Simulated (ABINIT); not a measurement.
CoO, 2 atoms in the cell. The structure is cubic, space group Fm-3m (No. 225). Conventional cell: a = 4.263 Å, b = 4.263 Å, c = 4.263 Å, α = 90.00°, β = 90.00°, γ = 90.00°. Around Co (site symmetry m-3m) lie 6 O at 2.13 Å. O (site symmetry m-3m) is surrounded by 6 Co at 2.13 Å. 

```yaml
Program: ABINIT 10.8.3 (patched build)
Task: relaxation of cell and atoms
Functional: PBE
Potentials_or_basis: JTH PAW PBE v2.0
Cutoff: 707 eV
k_mesh: 7 × 7 × 7
Occupations: fermi-dirac, width 0.05 eV
Spin: collinear spin, ferromagnetic start
Starting_moments: "[2.0, 0.0] μB"
Target_pressure: 10 GPa
Cell_freedom_optcell: 2
Cutoff_smearing_ecutsm_Ha: 0.5
Optimiser_ionmov: 2
Force_stop_Ha/bohr: 0.0001
Fine-grid_cutoff: 1306.15 eV
```

Potentials or basis: JTH PAW PBE v2.0.

Run with:

```console
$ abinit run.abi > log 2>&1
```

Hardware: 1 thread of AMD EPYC 7R43 64-Core Processor (Zen 3), with other jobs on the host.

Question: How long does it take, and how much memory?

Answer: Run time: 3.4 min on 1 thread of AMD EPYC 7R43 64-Core Processor (Zen 3), on a shared host, peak memory 0.14 GiB. Counts: scf iterations 92, mpi ranks 1, k points 20, bands 16, plane waves 1051, ion steps 5.
